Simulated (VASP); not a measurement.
# BN (P6_3/mmc) in VASP: further runs

One crystal, BN, is run at these levels: PBE+D3(BJ), PBE; tasks: relaxation of cell and atoms.

Program: VASP 6.6.1. These are calculated values, not measurements. Logs are shortened: lines on timing, memory, paths and dates and some standing lists are left out, and cuts for length are marked.

### Step 1. The crystal as given

The structure is hexagonal, space group P6_3/mmc (No. 194). The conventional cell has a = 2.498 Å, b = 2.498 Å, c = 6.636 Å, α = 90.00°, β = 90.00°, γ = 120.00°. B (site symmetry -6m2) has 3 N at 1.44 Å as nearest neighbours. Around N (site symmetry -6m2) lie 3 B at 1.44 Å.

### Step 2. Relaxation of cell and atoms, PBE+D3(BJ)

INCAR reads:

```
SYSTEM = BN
PREC     = Accurate       ! precision mode
ENCUT    = 600            ! plane-wave cutoff, eV
EDIFF    = 1E-6           ! SCF threshold, eV
ISMEAR   = 0              ! smearing method
SIGMA    = 0.03           ! smearing width, eV
LREAL    = .False.        ! projectors in reciprocal space
LASPH    = .True.         ! aspherical terms in the spheres
NELM     = 80             ! most SCF steps
ALGO     = Normal         ! electronic algorithm
ISIF     = 3              ! what is computed and relaxed
LWAVE    = .False.        ! write WAVECAR
LCHARG   = .False.        ! write CHGCAR
GGA      = PE             ! functional
IVDW     = 12             ! dispersion correction
IBRION   = 2              ! ionic algorithm
NSW      = 90             ! ionic steps
EDIFFG   = -0.01          ! ionic threshold
KPAR     = 2
```

KPOINTS reads:

```
Automatic mesh
0
Gamma
  12 12 4
  0 0 0
```

POSCAR reads:

```
BN
1.0
    2.4982400000      0.0000000000      0.0000000000
   -1.2491200000      2.1635393048      0.0000000000
    0.0000000000      0.0000000000      6.6357000000
B N
2 2
Direct
    0.3333333333      0.6666666667      0.2500000000
    0.6666666667      0.3333333333      0.7500000000
    0.3333333333      0.6666666667      0.7500000000
    0.6666666667      0.3333333333      0.2500000000
```

Potentials or basis: VASP PAW PBE potentials, release 64 (B, N).

Run with:

```sh
cat potpaw_PBE.64/B/POTCAR potpaw_PBE.64/N/POTCAR > POTCAR
mpirun -np 2 vasp_std > vasp.out
```

OUTCAR:

```text
SYSTEM = BN
   PREC = Accurate
   ENCUT = 600
   EDIFF = 1E-6
   ISMEAR = 0
   LREAL = .False.
   LASPH = .True.
   NELM = 80
   ISIF = 3
   GGA = PE
   IVDW = 12
   IBRION = 2
   NSW = 90
   EDIFFG = -0.01
 IVDW          = 12

 ion  position               nearest neighbor table
   1  0.333  0.667  0.250-   4 1.44   4 1.44   4 1.44
   2  0.667  0.333  0.750-   3 1.44   3 1.44   3 1.44
   3  0.333  0.667  0.750-   2 1.44   2 1.44   2 1.44
   4  0.667  0.333  0.250-   1 1.44   1 1.44   1 1.44

  LATTYP: Found a hexagonal cell.
 ALAT       =     2.4982400000
 C/A-ratio  =     2.6561499296

  Lattice vectors:

 A1 = (   2.4982400000,   0.0000000000,   0.0000000000)
 A2 = (  -1.2491200000,   2.1635393048,   0.0000000000)
 A3 = (   0.0000000000,   0.0000000000,   6.6357000000)

Analysis of symmetry for initial positions (statically):
=====================================================================
 Subroutine PRICEL returns:
 Original cell was already a primitive cell.

 Routine SETGRP: Setting up the symmetry group for a
 hexagonal supercell.

 Subroutine GETGRP returns: Found 24 space group operations
 (whereof 12 operations were pure point group operations)
 out of a pool of 24 trial point group operations.

The static configuration has the point symmetry D_3d.
 The point group associated with its full space group is D_6h.

Analysis of symmetry for dynamics (positions and initial velocities):
=====================================================================
 Subroutine PRICEL returns:
 Original cell was already a primitive cell.

 Routine SETGRP: Setting up the symmetry group for a
 hexagonal supercell.

 Subroutine GETGRP returns: Found 24 space group operations
 (whereof 12 operations were pure point group operations)
 out of a pool of 24 trial point group operations.

The dynamic configuration has the point symmetry D_3d.
 The point group associated with its full space group is D_6h.

 Subroutine INISYM returns: Found 24 space group operations
 (whereof 12 operations are pure point group operations),
 and found     1 'primitive' translations

----------------------------------------------------------------------------------------

                                     Primitive cell

  volume of cell :      35.8662

  direct lattice vectors                    reciprocal lattice vectors
     2.498240000  0.000000000  0.000000000     0.400281798  0.231102804  0.000000000
    -1.249120000  2.163539305  0.000000000     0.000000000  0.462205608  0.000000000
     0.000000000  0.000000000  6.635700000     0.000000000  0.000000000  0.150700002

  length of vectors
     2.498240000  2.498240000  6.635700000     0.462205608  0.462205608  0.150700002

  position of ions in fractional coordinates (direct lattice)
     0.333333333  0.666666667  0.250000000
     0.666666667  0.333333333  0.750000000
     0.333333333  0.666666667  0.750000000
     0.666666667  0.333333333  0.250000000

  ion indices of the primitive-cell ions
   primitive index   ion index
                 1           1
                 2           2
                 3           3
                 4           4

----------------------------------------------------------------------------------------

 KPOINTS: Automatic mesh

Automatic generation of k-mesh.
 Grid dimensions read from file:
 generate k-points for:   12   12    4

 Generating k-lattice:

  Cartesian coordinates                     Fractional coordinates (reciprocal lattice)
     0.033356817  0.019258567  0.000000000     0.083333333 -0.000000000  0.000000000
     0.000000000  0.038517134  0.000000000     0.000000000  0.083333333  0.000000000
     0.000000000  0.000000000  0.037675000     0.000000000  0.000000000  0.250000000

  Length of vectors
     0.038517134  0.038517134  0.037675000

  Shift w.r.t. Gamma in fractional coordinates (k-lattice)
     0.000000000  0.000000000  0.000000000

 Subroutine IBZKPT returns following result:
 ===========================================

 Found     57 irreducible k-points:

 Following reciprocal coordinates:
[... 40 lines left out ...]
   LORBIT       =      0    0 simple, 1 ext, 2 COOP (PROOUT), +10 PAW based schemes
   GGA     = PE    functional components
   LHFCALC =     F    Hartree Fock is set to
   AEXX    =    0.0000 exact exchange contribution
   IVDW    =    12    specifies the selected vdW correction
   LEPSILON=     F    determine dielectric tensor
   LRPA    =     F    only Hartree local field effects (RPA)
 conjugate gradient relaxation of ions
 non-spin polarized calculation
 Gauss-broadening in eV      SIGMA  =   0.03
  energy-cutoff  :      600.00
  volume of cell :       35.87
 maximum number of plane-waves:      1224
 NGX is ok and might be reduce to    20
   NGX =  9   NGY =  9   NGZ = 27

--------------------------------------- Ionic step        1  -------------------------------------------

 number of electron      15.9999998 magnetization

 Free energy of the ion-electron system (eV)
  ---------------------------------------------------
  ext. energy  EPLUGINS =         0.00000000
  ---------------------------------------------------
  free energy    TOTEN  =       -35.15342225 eV

  energy without entropy =      -35.15342225  energy(sigma->0) =      -35.15342225

------------------------ aborting loop because EDIFF is reached ----------------------------------------

 Edisp (eV)   -0.56768

 E8    (eV) :    -0.1663

  FORCE on cell =-STRESS in cart. coord.  units (eV):
  Direction    XX          YY          ZZ          XY          YZ          ZX
  --------------------------------------------------------------------------------------
  -------------------------------------------------------------------------------------
  Total       0.79681     0.79681    -0.07557     0.00000    -0.00000     0.00000
  in kB      35.59414    35.59414    -3.37565     0.00000    -0.00000     0.00000
  external pressure =       22.60 kB  Pullay stress =        0.00 kB
[... 233 lines left out ...]
  energy  without entropy=      -35.7238940647  energy(sigma->0) =      -35.72389406

--------------------------------------- Ionic step        7  -------------------------------------------

 number of electron      15.9999998 magnetization

 Free energy of the ion-electron system (eV)
  ---------------------------------------------------
  ext. energy  EPLUGINS =         0.00000000
  ---------------------------------------------------
  free energy    TOTEN  =       -35.15466524 eV

  energy without entropy =      -35.15466524  energy(sigma->0) =      -35.15466524

 E-fermi :   2.4812     XC(G=0): -10.1203

 val. band max:        2.3340204854   @ k =   0.3333   0.2500   0.0000
 cond. band min:       6.5897523261   @ k =   0.5000   0.0000   0.0000
 fundamental gap:      4.2557318408
 Fermi energy:         2.4811911164

 k-point     1 :       0.0000    0.0000    0.0000
  band No.  band energies     occupation
      1     -15.4621      2.00000
      2     -15.1482      2.00000
      3      -3.9082      2.00000
      4      -1.6921      2.00000
      5       0.9959      2.00000
      6       0.9959      2.00000
      7       1.0364      2.00000
      8       1.0364      2.00000
      9       7.6458      0.00000
     10      12.7373      0.00000
     11      13.8516      0.00000
     12      13.8516      0.00000
[... 331 lines left out ...]
 k-point    24 :       0.3333    0.0000    0.2500
  band No.  band energies     occupation
      1     -13.4463      2.00000
      2     -13.2868      2.00000
      3      -4.5533      2.00000
      4      -4.4902      2.00000
      5      -1.2470      2.00000
      6      -1.1997      2.00000
      7      -0.8699      2.00000
      8       0.3967      2.00000
      9       9.1596      0.00000
     10       9.7723      0.00000
     11      11.3263      0.00000
     12      12.5270      0.00000

 [... further k-points ...]

------------------------ aborting loop because EDIFF is reached ----------------------------------------

 Edisp (eV)   -0.56942

 E8    (eV) :    -0.1669

  FORCE on cell =-STRESS in cart. coord.  units (eV):
  Direction    XX          YY          ZZ          XY          YZ          ZX
  --------------------------------------------------------------------------------------
  -------------------------------------------------------------------------------------
  Total       0.01010     0.01010    -0.02398     0.00000     0.00000     0.00000
  in kB       0.45172     0.45172    -1.07282     0.00000     0.00000     0.00000
  external pressure =       -0.06 kB  Pullay stress =        0.00 kB
[... 19 lines left out ...]
  FREE ENERGIE OF THE ION-ELECTRON SYSTEM (eV)
  ---------------------------------------------------
  free  energy   TOTEN  =       -35.7240813947 eV

  energy  without entropy=      -35.7240813947  energy(sigma->0) =      -35.72408139

 reached required accuracy - stopping structural energy minimisation
```

Run time: 26 s. Hardware: 2 MPI ranks of AMD EPYC 9R45 (Zen 5), shared host; peak memory 0.15 GiB.

What came out:

| Quantity | Value |
| --- | --- |
| Free energy | -35.7241 eV |
| Relaxed volume | 8.95 Å³/atom |
| Relaxed cell | a = 2.506 Å, b = 2.506 Å, c = 6.584 Å, α = 90.00°, β = 90.00°, γ = 120.00° |
| Space group after relaxing (to 0.05 Å) | P6_3/mmc (No. 194) |
| Energy gained by relaxing | 0.7 meV/atom |
| Ionic steps | 7 |
| Pressure after relaxing | 0.0 GPa |
| Band gap on the k mesh | 4.26 eV, indirect (least direct gap 4.63 eV) |
| Dispersion energy per atom | -0.142 eV |

Stress tensor (GPa, compression positive):
```
 0.05  0.00  0.00
 0.00  0.05  0.00
 0.00  0.00 -0.11
```

The path:
| step | energy change (eV) | largest force (eV/Å) | pressure (GPa) | volume (Å³) |
| --- | --- | --- | --- | --- |
| 1 | 0.0000 | 0.0000 | 2.26 | 35.87 |
| 2 | 0.0069 | 0.0000 | -4.50 | 36.53 |
| 3 | -0.0026 | 0.0000 | -0.12 | 36.09 |
| 4 | -0.0026 | 0.0000 | -0.09 | 36.09 |
| 5 | -0.0027 | 0.0000 | -0.07 | 36.06 |
| 6 | -0.0028 | 0.0000 | -0.05 | 35.98 |
| 7 | -0.0030 | 0.0000 | -0.01 | 35.82 |

Final structure:
```cif
data_structure
_symmetry_space_group_name_H-M 'P 1'
_symmetry_Int_Tables_number 1
_cell_length_a 2.5063
_cell_length_b 2.5063
_cell_length_c 6.5843
_cell_angle_alpha 90.000
_cell_angle_beta 90.000
_cell_angle_gamma 120.000
_cell_volume 35.82
loop_
_atom_site_label
_atom_site_type_symbol
_atom_site_fract_x
_atom_site_fract_y
_atom_site_fract_z
_atom_site_occupancy
B1 B 0.33333 0.66667 0.25000 1
B2 B 0.66667 0.33333 0.75000 1
N1 N 0.33333 0.66667 0.75000 1
N2 N 0.66667 0.33333 0.25000 1
```

A k mesh can miss the band edges.

(Part 1 of 2 ends here.)
